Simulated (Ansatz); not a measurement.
# ZnO (CsCl type): the cost of one run

Program: Ansatz 0.2.0. Level of theory: DFT PBE, with the methods named in each step. These are calculated values, not measurements.

**1. The starting structure**

The structure is cubic, space group Pm-3m (No. 221). Conventional cell: a = 2.714 Å, b = 2.714 Å, c = 2.714 Å, α = 90.00°, β = 90.00°, γ = 90.00°. Zn (site symmetry m-3m) is surrounded by 8 O at 2.35 Å. Around O (site symmetry m-3m) lie 8 Zn at 2.35 Å.

As a file:

```
CELL_PARAMETERS angstrom
2.71442 0.00000 0.00000
0.00000 2.71442 0.00000
0.00000 0.00000 2.71442
ATOMIC_POSITIONS crystal
Zn 0.00000 0.00000 0.00000
O 0.50000 0.50000 0.50000
```

Atoms are numbered in the order of the input: Zn1, O2.

**2. Cell relaxed at zero pressure, PAW**

input.yaml reads:

```yaml
crystal:
  lattice:
    - [2.7144176166, 0.0, 0.0]
    - [0.0, 2.7144176166, 0.0]
    - [0.0, 0.0, 2.7144176166]
  atoms:
    - { symbol: Zn, position: [0.0, 0.0, 0.0] }
    - { symbol: O, position: [0.5, 0.5, 0.5] }
kpoints:
  mp_grid: { grid: [15, 15, 15] }
scf:
  occupations: { method: fermi_dirac, width: 0.1 }
hamiltonian:
  xc: pbe
  pseudopotentials: { kind: paw }
output:
  forces: true
  stress: true
relax:
  f_tol: 0.005
  max_steps: 40
  cell: {}
```

Launch:

```
> ansatz run input.yaml --threads 1 --pin off --max-ram 3584MiB --backend cpu --events-out ev --progress --plain --runs-dir out
```

What time and memory should one allow on 1 thread of Intel Xeon Platinum 8488C (Sapphire Rapids), shared host?

About 9 s, with a peak of 0.38 GiB.
